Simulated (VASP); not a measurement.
Write the native input for VASP 6.6.1 that does the following.

```yaml
Task: single point
Functional: PBE
Potentials_or_basis: VASP PAW PBE potentials, release 64 (Cd, Se)
Cutoff: 520 eV
k_mesh: 8 × 8 × 8
Occupations: fermi-dirac, width 0.05 eV
Spin: no spin polarisation
Further_INCAR_settings: ALGO = Normal; EDIFF = 1e-07; NBANDS = 16
```

The structure of CdSe lies in POSCAR:

```
CdSe
1.0
    0.0000000000      3.0702711986      3.0702711986
    3.0702711986      0.0000000000      3.0702711986
    3.0702711986      3.0702711986      0.0000000000
Cd Se
1 1
Direct
    0.0000000000      0.0000000000      0.0000000000
    0.2500000000      0.2500000000      0.2500000000
```

Measurements of this composition are mostly on another form, of space group No. 186.

One way to write it, as run:

INCAR

```
SYSTEM = CdSe
PREC = Accurate
ENCUT = 520
EDIFF = 1E-7
ISMEAR = -1
SIGMA = 0.05
LREAL = .FALSE.
LASPH = .TRUE.
NELM = 80
ALGO = Normal
ISIF = 2
LWAVE = .FALSE.
LCHARG = .TRUE.
GGA = PE
LELF = .TRUE.
LVHAR = .TRUE.
NBANDS = 16
```

KPOINTS

```
regular mesh
0
G
  8 8 8
  0 0 0
```

Potentials or basis: VASP PAW PBE potentials, release 64 (Cd, Se).

Run with:

```sh
$ cat potpaw_PBE.64/Cd/POTCAR potpaw_PBE.64/Se/POTCAR > POTCAR
$ mpirun -np 1 vasp_std > vasp.out
```

It gave:

```json
{
 "Pressure": "1.6 GPa",
 "Band gap on the k mesh": "0.55 eV, direct"
}
```

Run time: 14 s on 1 thread of Intel(R) Xeon(R) Platinum 8559C (Emerald Rapids), on a shared host, peak memory 0.17 GiB.
